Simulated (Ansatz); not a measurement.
## Zone-centre phonons of Si at 11 GPa: input and output

These are results of Ansatz 0.2.0, DFT PBE, scalar-relativistic, plane waves, PAW, not measurements.

Launched with:
```bash
ansatz run input.yaml --threads 1 --pin off --max-ram 1228MiB --backend cpu --events-out ev --progress --plain --runs-dir out
```

Input (bare energies are in eV):
```yaml
crystal:
  lattice:
    - [0.0, 2.645364898, 2.645364898]
    - [2.645364898, 0.0, 2.645364898]
    - [2.645364898, 2.645364898, 0.0]
  atoms:
    - { symbol: Si, position: [0.5, 0.5, 0.5] }
    - { symbol: Si, position: [0.75, 0.75, 0.75] }
basis:
  ecutwfc: 420
kpoints:
  mp_grid: { grid: [12, 12, 12] }
hamiltonian:
  xc: pbe
scf:
  occupations: { method: fixed }
output:
  eigenvalues: true
phonons:
  method: dfpt
  dielectric: true
  rigid_motions: translations
  eigenvectors: true
```

The end of the output:
```
--- Phonons (Γ-DFPT): 1 representative perturbation + reference, on 280 of 1728 k-points (Σ response iterations 3) ---
  k mesh reduced under 4 symmetry operations, with k and −k counted as one. Each operation leaves every solved perturbation unchanged. A smaller set is not considered because the run solves the response ...
  ASR residual: 2.925e-5 → 0.000e0 eV/Å²; symmetrization residual: 2.198e-14 eV/Å²
  ASR residual per site (eV/Å²): 2.93e-5 2.93e-5
  Γ frequencies (cm⁻¹): 0.00 0.00 0.00 554.56 554.56 554.56
  ε∞ (high-frequency dielectric tensor):
       12.763224    -0.000000    -0.000000
       -0.000000    12.763224     0.000000
       -0.000000     0.000000    12.763224
  ε⁰ (static dielectric tensor: ions relaxed, cell fixed):
       12.763224    -0.000000    -0.000000
       -0.000000    12.763224     0.000000
       -0.000000     0.000000    12.763224
  ε⁰ − ε∞ (ionic part):
        0.000000    -0.000000    -0.000000
       -0.000000     0.000000     0.000000
       -0.000000     0.000000     0.000000
  softest optical mode at Γ: 554.56 cm⁻¹; the repairs (sum rule, projections) moved no ω² at Γ by more than (0.53 cm⁻¹)²
  Born effective charges Z* (e; rows j = field, columns β = displacement):
    site 0:
         0.00000    0.00000   -0.00000
        -0.00000   -0.00000   -0.00000
        -0.00000   -0.00000    0.00000
    site 1:
        -0.00000   -0.00000    0.00000
         0.00000    0.00000    0.00000
         0.00000    0.00000   -0.00000
  Z* charge neutrality: 3.679e-4 e pre-enforcement
  solved inside a basis spanned on kpoints, on 12×12×12 k-points, its susceptibility summed on 16×16×16: ε∞ is read to err by 3.8e-2, Z* by 4.3e-3 e (field_mesh: kpoints solves on kpoints)
  optical modes at Γ without the LO–TO term, one row a degenerate level:
      ω (cm⁻¹) modes IR ((D/Å)²/amu)
        554.56      3             0.0000
  optical modes at Γ + LO–TO along q̂ = [1.0000, 0.0000, 0.0000]:
      ω (cm⁻¹) modes IR ((D/Å)²/amu)
        554.56      3             0.0000
  optical modes at Γ + LO–TO along q̂ = [0.0000, 1.0000, 0.0000]:
      ω (cm⁻¹) modes IR ((D/Å)²/amu)
        554.56      3             0.0000
  optical modes at Γ + LO–TO along q̂ = [0.0000, 0.0000, 1.0000]:
      ω (cm⁻¹) modes IR ((D/Å)²/amu)
        554.56      3             0.0000
```

Time: 91 s on 1 thread of Arm Neoverse N1 (shared host), peak memory 0.62 GiB.

At this pressure the crystal is close to a known change of phase. The bands were filled as in an insulator; under compression the gap may have closed between mesh points.